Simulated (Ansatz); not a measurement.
Write the native input for Ansatz 0.2.0 that does the following.

- Task: elastic constants
- Functional: PBEsol
- Potentials or basis: Ansatz PAW
- Cutoff: 420 eV (not typed: the program's choice for these potentials)
- k mesh: 5 × 5 × 5
- Occupations: fixed
- Spin: no spin polarisation
- Atoms under strain: clamped

PbS:

```
CELL_PARAMETERS angstrom
2.07995 -5.99130 0.00000
2.07995 5.99130 0.00000
0.00000 0.00000 4.27932
ATOMIC_POSITIONS crystal
Pb 0.13056 0.86944 0.25000
Pb 0.86944 0.13056 0.75000
S 0.35480 0.64520 0.25000
S 0.64520 0.35480 0.75000
```

Measurements of this composition are mostly on another form, of space group No. 225.

These files were run (other wordings do the same):

input.yaml

```yaml
crystal:
  lattice:
    - [2.079952695, -5.991296865, 0.0]
    - [2.079952695, 5.991296865, 0.0]
    - [0.0, 0.0, 4.27932094]
  atoms:
    - { symbol: Pb, position: [0.13056335, 0.86943665, 0.25] }
    - { symbol: Pb, position: [0.86943665, 0.13056335, 0.75] }
    - { symbol: S, position: [0.35479709, 0.64520291, 0.25] }
    - { symbol: S, position: [0.64520291, 0.35479709, 0.75] }
hamiltonian:
  xc: pbesol
  pseudopotentials: { kind: paw }
kpoints:
  mp_grid: { grid: [5, 5, 5] }
scf:
  occupations: { method: fixed }
output:
  forces: true
  stress: true
elastic:
  mode: clamped_ion
  stencil: two_point
```

Potentials or basis: Ansatz PAW.

Command:

```bash
$ ansatz run input.yaml --threads 2 --pin off --max-ram 5632MiB --backend cpu --events-out ev --progress --plain --runs-dir out
```

It gave:

```json
{"Pressure": "-1.8 GPa", "Largest force": "0.031 eV/Å", "Band gap on the k mesh": "1.13 eV, indirect (least direct gap 1.19 eV)", "Voigt bulk modulus": "50 GPa"}
```

Caveat: odd divisions of the mesh miss points on the zone boundary, where band edges often lie, so the gap on the mesh can be too wide; spin-orbit coupling is left out, which as a rule narrows the gap of such compounds by several tenths of an eV; the PAW data sets come from PBE, with cores solved anew for the run's functional, which leaves a small shift of forces and pressure.

Run time: 61 s on 2 threads of AMD EPYC (Zen 3), with other jobs on the host, peak memory 0.47 GiB.
